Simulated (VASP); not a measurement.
# CdSe: relaxation of cell and atoms with PBE

CdSe:

```
Cd Se
1.0
     3.55686    0.00000    0.00000
     0.00000    3.55686    0.00000
     0.00000    0.00000    3.55686
Cd Se
1 1
Direct
  0.50000 0.50000 0.50000
  0.00000 0.00000 0.00000
```

The cell was built by a generator and needn't be a form met in nature.

```json
{
 "Program": "VASP 6.6.1",
 "Task": "relaxation of cell and atoms",
 "Functional": "PBE",
 "Potentials or basis": "VASP PAW PBE potentials, release 64 (Cd, Se)",
 "Cutoff": "600 eV",
 "k mesh": "8 × 8 × 8",
 "Occupations": "fermi-dirac, width 0.05 eV",
 "Spin": "no spin polarisation",
 "Target pressure": "30 GPa",
 "Further INCAR settings": "ALGO = Fast; EDIFF = 1e-06; IBRION = 2; EDIFFG = -0.01; NSW = 60; ISIF = 3"
}
```

```
Relaxed volume                                         : 17.21 Å³/atom
Relaxed cell                                           : a = 3.253 Å, b = 3.253 Å, c = 3.253 Å, α = 90.00°, β = 90.00°, γ = 90.00°
Space group after relaxing (to 0.05 Å)                 : Pm-3m (No. 221)
Energy change on relaxing (the enthalpy is what falls) : +387.1 meV/atom
Ionic steps                                            : 5
Pressure after relaxing                                : 30.0 GPa
Band gap on the k mesh                                 : none (metal or under the smearing width)
```

The path:
```csv
step,energy change (eV),largest force (eV/Å),pressure (GPa),volume (Å³)
1,0.0000,0.0000,0.24,45.00
2,7.2953,0.0000,203.45,22.90
3,0.6007,0.0000,25.01,35.43
4,0.7013,0.0000,27.95,34.82
5,0.7742,0.0000,30.03,34.42
```

Final structure:
```
Cd Se
1.0
     3.25283    0.00000    0.00000
     0.00000    3.25283    0.00000
     0.00000    0.00000    3.25283
Cd Se
1 1
Cartesian
  1.6264 1.6264 1.6264
  0.0000 0.0000 0.0000
```

Levels at points of the mesh, in eV from the Fermi level:
```
           k point  band 7  band 8  band 9  band 10  band 11  band 12
(0.00, 0.00, 0.00)   -1.73   -1.73   -1.73    -0.52     5.96     5.96
(0.50, 0.00, 0.00)   -7.13    0.30    0.30     3.45     5.69     6.42
(0.50, 0.50, 0.00)   -6.15   -6.15   -1.81     0.29     8.36     8.36
(0.50, 0.50, 0.50)   -2.58   -2.58   -2.58     0.61     0.61     0.61
```

It took 41 s on 1 thread of Intel(R) Xeon(R) Platinum 8488C (Sapphire Rapids) (shared host), peak memory 0.18 GiB.

Caveat: the cell is relaxed towards a set pressure, so the enthalpy falls and the energy may rise; the volume moved by over 15 % at a fixed basis, so the end points are rough.
